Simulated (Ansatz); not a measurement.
**Structure relaxation of V**

All numbers below come from DFT PBE, scalar-relativistic, plane waves, PAW (Ansatz).

V was placed on the alpha-boron structure type (R-3m, No. 166), at a guessed volume.

Input of the last, converged step (default PAW datasets):

```yaml
crystal:
  lattice:
    - [2.5385858686, 1.4656532346, 8.5926705411]
    - [-2.5385858686, 1.4656532346, 8.5926705411]
    - [0.0, -2.9313064691, 8.5926705411]
  atoms:
    - { symbol: V, position: [0.0491198505, 0.543862588, 0.0491198505] }
    - { symbol: V, position: [0.0491198505, 0.0491198505, 0.543862588] }
    - { symbol: V, position: [0.543862588, 0.0491198505, 0.0491198505] }
    - { symbol: V, position: [0.9508801495, 0.456137412, 0.9508801495] }
    - { symbol: V, position: [0.456137412, 0.9508801495, 0.9508801495] }
    - { symbol: V, position: [0.9508801495, 0.9508801495, 0.456137412] }
    - { symbol: V, position: [0.2107908722, 0.7006063504, 0.2107908722] }
    - { symbol: V, position: [0.2107908722, 0.2107908722, 0.7006063504] }
    - { symbol: V, position: [0.7006063504, 0.2107908722, 0.2107908722] }
    - { symbol: V, position: [0.7892091278, 0.2993936496, 0.7892091278] }
    - { symbol: V, position: [0.2993936496, 0.7892091278, 0.7892091278] }
    - { symbol: V, position: [0.7892091278, 0.7892091278, 0.2993936496] }
basis:
  ecutwfc: 420
kpoints:
  mp_grid: { grid: [9, 9, 9] }
hamiltonian:
  xc: pbe
scf:
  occupations: { method: gaussian, width: 0.1 }
output:
  forces: true
  stress: true
  eigenvalues: true
relax:
  adjacent_minimum: "off"
  f_tol: 0.01
  max_steps: 80
  cell: { stress_tol: 0.05 }
```

It can be run as:

```bash
ansatz run input.yaml --threads 4 --pin off --backend cpu --events-out ev --progress --plain --runs-dir out  # memory cap (--max-ram) not shown
```

The program printed at the end:

```
SCF converged after 7 iterations
Free energy (F): -34938.123071 eV
Harris-Foulkes:  -34938.123071 eV  (|F-HF|=2.91e-11)
Internal energy: -34938.047095 eV  (E = F + TS)
E sigma→0 (E₀):  -34938.085083 eV
Entropy (-TS):   -0.075977 eV (-6.331 meV/atom)
Fermi energy:    13.520900 eV
--- Per-component energies (eV) ---
  E_band       = -2224.433053
  E_kinetic    = 4032.064926
  E_local      = -14000.352815  (includes V_loc(G=0)·N_el)
  E_nonlocal   = -522.084286
  E_hartree    = 6315.837874
  E_xc         = -1555.619586
  E_vxc        = -1971.465421  (∫ρ·V_xc dr)
  E_paw        = -13365.740293  (= ΣΔE_a)
  E_vpaw       = -2394.273957  (= ΣTr[D̂ρ^β])
  E_aug_tail   = 0.003208  (compensation charges beyond the density's cutoff)
  E_ewald      = -15842.156124
  E_smearing   = -0.075977  (= −TS)
  E_closure    =  0.000000  (closes the sum)
  Σ components = -34938.123071   (vs F -34938.123071, Δ=0.00e0)
--- Forces (eV/Å), atoms counted from 1 ---
  atom   1  V      0.00567075    -0.00327401    -0.00458849
  atom   2  V      0.00000000     0.00654802    -0.00458849
  atom   3  V     -0.00567075    -0.00327401    -0.00458849
  atom   4  V     -0.00567075     0.00327401     0.00458849
  atom   5  V      0.00567075     0.00327401     0.00458849
  atom   6  V      0.00000000    -0.00654802     0.00458849
  atom   7  V     -0.00056828     0.00032809     0.00379655
  atom   8  V      0.00000000    -0.00065619     0.00379655
  atom   9  V      0.00056828     0.00032809     0.00379655
  atom  10  V      0.00056828    -0.00032809    -0.00379655
  atom  11  V     -0.00056828    -0.00032809    -0.00379655
  atom  12  V      0.00000000     0.00065619    -0.00379655
  max |Σ_I F_I| component: 9.11e-18 eV/Å
--- Stress (GPa, compression-positive) ---
        0.024437       0.000000       0.000000
        0.000000       0.024437       0.000000
        0.000000       0.000000      -0.041520
  P = ⅓ Tr σ = 0.0025 GPa (0.025 kbar)
--- Relaxed structure (2 steps of the walk, 2 accepted, 1 SCFs on fresh bases) ---
  F+E_penalty+E_count = -34938.12307124 eV   max|allowed force component| = 6.548e-3 eV/Å   (the final SCF, on the basis selected at the relaxed cell)
  cell:  # Å, volume = 191.9033 Å³
    - [2.539179, 1.465996, 8.592216]
    - [-2.539179, 1.465996, 8.592216]
    - [0.000000, -2.931991, 8.592216]
  atoms:
    - { symbol: V, position: [0.049136, 0.543765, 0.049136] }
    - { symbol: V, position: [0.049136, 0.049136, 0.543765] }
    - { symbol: V, position: [0.543765, 0.049136, 0.049136] }
    - { symbol: V, position: [0.950864, 0.456235, 0.950864] }
    - { symbol: V, position: [0.456235, 0.950864, 0.950864] }
    - { symbol: V, position: [0.950864, 0.950864, 0.456235] }
    - { symbol: V, position: [0.210820, 0.700628, 0.210820] }
    - { symbol: V, position: [0.210820, 0.210820, 0.700628] }
    - { symbol: V, position: [0.700628, 0.210820, 0.210820] }
    - { symbol: V, position: [0.789180, 0.299372, 0.789180] }
    - { symbol: V, position: [0.299372, 0.789180, 0.789180] }
    - { symbol: V, position: [0.789180, 0.789180, 0.299372] }
```

Absolute energies hang on the potentials; compare differences alone.

The result has space group R-3m (No. 166). V on Wyckoff site h (6 atoms of the primitive cell) is coordinated by 7 V at 2.44–2.57 Å; around V on Wyckoff site h (6 atoms of the primitive cell) lie 8 V at 2.49–2.59 Å.

It lies 0.90 eV/atom above the element's standard state at the same level.

For metals, differences of a few meV/atom aren't resolved.

A structure relaxed within its symmetry needn't be a true minimum.